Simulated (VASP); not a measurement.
# Rh (Fm-3m) in VASP: single point with HSE06

Aim: the single point of Rh with HSE06.

Everything below comes from runs of VASP 6.6.1. Logs are shortened: lines on timing, memory, paths and dates and some standing lists are left out, and cuts for length are marked.

### 1 The structure

Symmetry: Fm-3m, No. 225, cubic system. Conventional cell: a = 3.779 Å, b = 3.779 Å, c = 3.779 Å, α = 90.00°, β = 90.00°, γ = 90.00°. Around Rh (site symmetry m-3m) lie 12 Rh at 2.67 Å.

### 2 Single point, HSE06

POSCAR reads:

```
Rh
1.0
    0.0000000000      1.8896100000      1.8896100000
    1.8896100000      0.0000000000      1.8896100000
    1.8896100000      1.8896100000      0.0000000000
Rh
1
Direct
    0.0000000000      0.0000000000      0.0000000000
```

INCAR.step1 reads:

```
SYSTEM = Rh
ALGO     = Normal         ! electronic algorithm
EDIFF    = 1E-5           ! SCF threshold, eV
ENCUT    = 520            ! plane-wave cutoff, eV
GGA      = PE             ! functional
ISIF     = 2              ! what is computed and relaxed
ISMEAR   = 0              ! smearing method
LASPH    = .True.         ! aspherical terms in the spheres
LREAL    = .False.        ! projectors in reciprocal space
LWAVE    = .True.         ! write WAVECAR
NBANDS   = 14             ! bands
NELM     = 80             ! most SCF steps
PREC     = Accurate       ! precision mode
SIGMA    = 0.1            ! smearing width, eV
```

INCAR.step2 reads:

```
SYSTEM = Rh
ALGO     = Normal         ! electronic algorithm
EDIFF    = 1E-7           ! SCF threshold, eV
ENCUT    = 520            ! plane-wave cutoff, eV
GGA      = PE             ! functional
HFSCREEN = 0.2            ! screening, 1/A
ISIF     = 2              ! what is computed and relaxed
ISMEAR   = 0              ! smearing method
ISTART   = 1            
LASPH    = .True.         ! aspherical terms in the spheres
LCHARG   = .True.         ! write CHGCAR
LELF     = .True.         ! ELF
LHFCALC  = .True.         ! exact exchange
LREAL    = .False.        ! projectors in reciprocal space
LVHAR    = .True.       
LWAVE    = .False.        ! write WAVECAR
NBANDS   = 14             ! bands
NELM     = 80             ! most SCF steps
PREC     = Accurate       ! precision mode
PRECFOCK = Fast         
SIGMA    = 0.1            ! smearing width, eV
```

KPOINTS reads:

```
k-points
0
Gamma
  8 8 8
  0 0 0
```

Potentials or basis: VASP PAW PBE potentials, release 64 (Rh_pv).

The run is started by

```bash
cat potpaw_PBE.64/Rh_pv/POTCAR > POTCAR
cp INCAR.step1 INCAR
mpirun -np 1 vasp_std > vasp.out
cp INCAR.step2 INCAR
mpirun -np 1 vasp_std > vasp.out
```

OUTCAR:

```text
SYSTEM = Rh
   EDIFF = 1E-7
   ENCUT = 520
   GGA = PE
   HFSCREEN = 0.2
   ISIF = 2
   ISMEAR = 0
   ISTART = 1
   LASPH = .True.
   LHFCALC = .True.
   LREAL = .False.
   NELM = 80
   PREC = Accurate
   PRECFOCK = Fast

 ion  position               nearest neighbor table
   1  0.000  0.000  0.000-

  LATTYP: Found a face centered cubic cell.
 ALAT       =     3.7792200000

  Lattice vectors:

 A1 = (   0.0000000000,   1.8896100000,   1.8896100000)
 A2 = (   1.8896100000,   0.0000000000,   1.8896100000)
 A3 = (   1.8896100000,   1.8896100000,   0.0000000000)

Analysis of symmetry for initial positions (statically):
=====================================================================
 Subroutine PRICEL returns:
 Original cell was already a primitive cell.

 Routine SETGRP: Setting up the symmetry group for a
 face centered cubic supercell.

 Subroutine GETGRP returns: Found 48 space group operations
 (whereof 48 operations were pure point group operations)
 out of a pool of 48 trial point group operations.

The static configuration has the point symmetry O_h .

Analysis of symmetry for dynamics (positions and initial velocities):
=====================================================================
 Subroutine PRICEL returns:
 Original cell was already a primitive cell.

 Routine SETGRP: Setting up the symmetry group for a
 face centered cubic supercell.

 Subroutine GETGRP returns: Found 48 space group operations
 (whereof 48 operations were pure point group operations)
 out of a pool of 48 trial point group operations.

The dynamic configuration has the point symmetry O_h .

 Subroutine INISYM returns: Found 48 space group operations
 (whereof 48 operations are pure point group operations),
 and found     1 'primitive' translations

----------------------------------------------------------------------------------------

                                     Primitive cell

  volume of cell :      13.4942

  direct lattice vectors                    reciprocal lattice vectors
     0.000000000  1.889610000  1.889610000    -0.264604866  0.264604866  0.264604866
     1.889610000  0.000000000  1.889610000     0.264604866 -0.264604866  0.264604866
     1.889610000  1.889610000  0.000000000     0.264604866  0.264604866 -0.264604866

  length of vectors
     2.672312090  2.672312090  2.672312090     0.458309071  0.458309071  0.458309071

  position of ions in fractional coordinates (direct lattice)
     0.000000000  0.000000000  0.000000000

  ion indices of the primitive-cell ions
   primitive index   ion index
                 1           1

----------------------------------------------------------------------------------------

 KPOINTS: k-points

Automatic generation of k-mesh.
 Grid dimensions read from file:
 generate k-points for:    8    8    8

 Generating k-lattice:

  Cartesian coordinates                     Fractional coordinates (reciprocal lattice)
    -0.033075608  0.033075608  0.033075608     0.125000000  0.000000000  0.000000000
     0.033075608 -0.033075608  0.033075608     0.000000000  0.125000000  0.000000000
     0.033075608  0.033075608 -0.033075608     0.000000000  0.000000000  0.125000000

  Length of vectors
     0.057288634  0.057288634  0.057288634

  Shift w.r.t. Gamma in fractional coordinates (k-lattice)
     0.000000000  0.000000000  0.000000000

 Subroutine IBZKPT returns following result:
 ===========================================

 Found     29 irreducible k-points:

 Following reciprocal coordinates:
            Coordinates               Weight
  0.000000  0.000000  0.000000      1.000000
  0.125000  0.000000  0.000000      8.000000
  0.250000  0.000000  0.000000      8.000000
  0.375000  0.000000  0.000000      8.000000
  0.500000  0.000000  0.000000      4.000000
  0.125000  0.125000  0.000000      6.000000
[... 16 lines left out ...]
  0.500000  0.250000  0.125000     48.000000
 -0.375000  0.250000  0.125000     24.000000
 [... further k-points ...]
   k-points           NKPTS =     29   k-points in BZ     NKDIM =    512   number of bands    NBANDS=     14
   number of dos      NEDOS =    301   number of ions     NIONS =      1
   total plane-waves  NPLWV =   8000
   dimension x,y,z NGX =    20 NGY =   20 NGZ =   20
   dimension x,y,z NGXF=    40 NGYF=   40 NGZF=   40
   ions per type =               1
   NGX,Y,Z   is equivalent  to a cutoff of  12.44, 12.44, 12.44 a.u.
   NGXF,Y,Z  is equivalent  to a cutoff of  24.88, 24.88, 24.88 a.u.
 SYSTEM =  Rh
   PREC   = accura    normal or accurate (medium, high low for compatibility)
   ISTART =      1    job   : 0-new  1-cont  2-samecut
   ICHARG =      0    charge: 1-file 2-atom 10-const
   ISPIN  =      1    spin polarized calculation?
   LNONCOLLINEAR =      F non collinear calculations
   LSORBIT =      F    spin-orbit coupling
   LASPH  =      T    aspherical Exc in radial PAW
   ENCUT  =  520.0 eV  38.22 Ry    6.18 a.u.   4.97  4.97  4.97*2*pi/ulx,y,z
   NELM   =     80;   NELMIN=  2; NELMDL=  0     # of ELM steps
   EDIFF  = 0.1E-06   stopping-criterion for ELM
   LREAL  =      F    real-space projection
   EDIFFG = 0.1E-05   stopping-criterion for IOM
   NSW    =      0    number of steps for IOM
   IBRION =     -1    ionic relax: 0-MD 1-quasi-New 2-CG
   NFREE  =      0    steps in history (QN), initial steepest desc. (CG)
   ISIF   =      2    stress and relaxation
   ISYM   =      3    0-nonsym 1-usesym 2-fastsym
   POTIM  = 0.5000    time-step for ionic-motion
   TEBEG  =    0.0;   TEEND  =   0.0 temperature during run
   PSTRESS=    0.0 pullay stress
   NELECT =      15.0000    total number of electrons
   NUPDOWN=      -1.0000    fix difference up-down
   EMIN   =  10.00;   EMAX   =-10.00  energy-range for DOS
   EFERMI =   0.00;   METHOD = LEGACY
   ISMEAR =     0;   SIGMA  =   0.10  broadening in eV -4-tet -1-fermi 0-gaus
   EFERMI_NEDOS =   21; number of points for ismear=-14 and -15
   IALGO  =     38    algorithm
   IMIX   =      1    mixing-type and parameters
     AMIX     =   0.40;   BMIX     =  1.00
     AMIX_MAG =   1.60;   BMIX_MAG =  1.00
  volume/ion in A,a.u.               =      13.49        91.06
  Fermi-wavevector in a.u.,A,eV,Ry     =   1.695859  3.204709 39.129509  2.875938
  Thomas-Fermi vector in A             =   2.776827
   LORBIT       =      0    0 simple, 1 ext, 2 COOP (PROOUT), +10 PAW based schemes
   GGA     = PE    functional components
   LHFCALC =     T    Hartree Fock is set to
   PRECFOCK=fast      Normal, Fast or Accurate (Low or Medium for compatibility)
   ENCUT4O =  -1.0   cutoff for four orbital integrals eV
   NKREDX  =     1    reduce k-point grid by
   NKREDY  =     1    reduce k-point grid by
   NKREDZ  =     1    reduce k-point grid by
   AEXX    =    0.2500 exact exchange contribution
   HFSCREEN=    0.2000 screening length (either q_TF or 0.3 A-1)
   HFSCREENC=   0.2000 screening length for correlation (either q_TF or 0.3 A-1)
   ENCUTFOCK=  -1.0 apply spherical cutoff to Coloumb kernel
   IVDW    =     0    specifies the selected vdW correction
   LEPSILON=     F    determine dielectric tensor
   LRPA    =     F    only Hartree local field effects (RPA)
 non-spin polarized calculation
 Gauss-broadening in eV      SIGMA  =   0.10
  energy-cutoff  :      520.00
  volume of cell :       13.49
 maximum number of plane-waves:       380
  NGX = 12; NGY = 12; NGZ = 12

 number of electron      15.0000006 magnetization

 Free energy of the ion-electron system (eV)
  ---------------------------------------------------
  ext. energy  EPLUGINS =         0.00000000
  ---------------------------------------------------
  free energy    TOTEN  =        -8.48871195 eV

  energy without entropy =       -8.48366004  energy(sigma->0) =       -8.48618600

 E-fermi :  11.8401     XC(G=0): -11.4627

 val. band max:       11.7323642952   @ k =  -0.3750   0.1250   0.0000
 cond. band min:      11.8554253393   @ k =   0.3750   0.0000   0.0000
 fundamental gap:      0.1230610442
 Fermi energy:        11.8400671094

 k-point     1 :       0.0000    0.0000    0.0000
  band No.  band energies     occupation
      1     -37.6244      2.00000
      2     -37.6244      2.00000
      3     -37.6244      2.00000
      4       2.9342      2.00000
      5       8.0642      2.00000
      6       8.0642      2.00000
      7       8.0642      2.00000
      8      10.0828      2.00000
      9      10.0828      2.00000
     10      29.0232      0.00000
     11      34.8628      0.00000
     12      34.8628      0.00000
     13      34.8628      0.00000
     14      37.4269      0.00000

 k-point     2 :       0.1250    0.0000    0.0000
  band No.  band energies     occupation
      1     -37.7640      2.00000
      2     -37.6446      2.00000
      3     -37.6446      2.00000
      4       3.6249      2.00000
      5       7.8241      2.00000
      6       8.3212      2.00000
      7       8.3212      2.00000
      8      10.0115      2.00000
      9      10.0115      2.00000
     10      29.9351      0.00000
     11      32.2144      0.00000
     12      35.8283      0.00000
     13      35.8283      0.00000
     14      37.4270      0.00000

 k-point     3 :       0.2500    0.0000    0.0000
  band No.  band energies     occupation
      1     -38.0955      2.00000
      2     -37.6933      2.00000
      3     -37.6933      2.00000
      4       4.8435      2.00000
      5       8.1421      2.00000
      6       8.3702      2.00000
      7       8.3702      2.00000
      8      10.5766      2.00000
      9      10.5766      2.00000
     10      28.4373      0.00000
     11      30.8302      0.00000
     12      37.4262      0.00000
     13      38.1494      0.00000
     14      38.1494      0.00000
[... 324 lines left out ...]
 k-point    23 :       0.5000    0.2500    0.1250
  band No.  band energies     occupation
      1     -38.3517      2.00000
      2     -37.9676      2.00000
      3     -37.8091      2.00000
      4       6.0269      2.00000
      5       6.9593      2.00000
      6       7.8548      2.00000
      7       9.5046      2.00000
      8      11.6755      1.98007
      9      15.6479      0.00000
     10      24.9584      0.00000
     11      29.3064      0.00000
     12      31.1643      0.00000
     13      36.0393      0.00000
     14      37.4272      0.00000

 k-point    24 :      -0.3750    0.2500    0.1250
  band No.  band energies     occupation
      1     -38.4248      2.00000
      2     -38.0008      2.00000
      3     -37.8388      2.00000
      4       5.9624      2.00000
      5       6.6501      2.00000
      6       8.6911      2.00000
      7       9.1095      2.00000
      8      12.3471      0.00000
      9      18.1265      0.00000
     10      21.6768      0.00000
     11      29.3774      0.00000
     12      30.3620      0.00000
     13      34.7205      0.00000
     14      37.4268      0.00000

 [... further k-points ...]

------------------------ aborting loop because EDIFF is reached ----------------------------------------

  FORCE on cell =-STRESS in cart. coord.  units (eV):
  Direction    XX          YY          ZZ          XY          YZ          ZX
  --------------------------------------------------------------------------------------
  -------------------------------------------------------------------------------------
  Total        0.1078614      0.1078614      0.1078614      0.0000000      0.0000000      0.0000000
  in kB       12.8064931     12.8064931     12.8064931      0.0000000      0.0000000      0.0000000
  external PRESSURE =      12.8064931 kB  Pullay stress =       0.0000000 kB

 VOLUME and BASIS-vectors are now :
 -----------------------------------------------------------------------------
  energy-cutoff  :      520.00
  volume of cell :       13.49
      direct lattice vectors                 reciprocal lattice vectors
     0.000000000  1.889610000  1.889610000    -0.264604866  0.264604866  0.264604866
     1.889610000  0.000000000  1.889610000     0.264604866 -0.264604866  0.264604866
     1.889610000  1.889610000  0.000000000     0.264604866  0.264604866 -0.264604866

 POSITION                                       TOTAL-FORCE (eV/Angst)
 -----------------------------------------------------------------------------------
      0.00000      0.00000      0.00000         0.000000      0.000000      0.000000
 -----------------------------------------------------------------------------------
    total drift:                               -0.000001     -0.000001     -0.000001

  FREE ENERGIE OF THE ION-ELECTRON SYSTEM (eV)
  ---------------------------------------------------
  free  energy   TOTEN  =        -8.4887119515 eV

  energy  without entropy=       -8.4836600447  energy(sigma->0) =       -8.48618600
```

Wall time 47 min (1 thread of Intel Xeon Platinum 8375C at 2.90GHz (Ice Lake), shared host); peak memory 0.24 GiB.

What came out:

```yaml
Free_energy: -8.4887 eV
Pressure: 1.3 GPa
Band_gap_on_the_k_mesh: none (metal or under the smearing width)
```

Levels at points of the mesh, in eV from the Fermi level:
| k point | band 3 | band 4 | band 5 | band 6 | band 7 | band 8 | band 9 | band 10 | band 11 | band 12 |
| --- | --- | --- | --- | --- | --- | --- | --- | --- | --- | --- |
| (0.00, 0.00, 0.00) | -49.46 | -8.91 | -3.78 | -3.78 | -3.78 | -1.76 | -1.76 | 17.18 | 23.02 | 23.02 |
| (0.50, 0.00, 0.00) | -49.60 | -7.15 | -4.07 | -4.07 | 0.67 | 0.67 | 0.92 | 10.12 | 16.69 | 23.02 |
| (0.50, 0.50, 0.00) | -49.81 | -7.63 | -7.06 | 0.09 | 1.39 | 1.39 | 3.76 | 13.85 | 14.66 | 14.66 |

Caveat: the PAW data sets were made with another functional, which shifts forces and pressure a little.
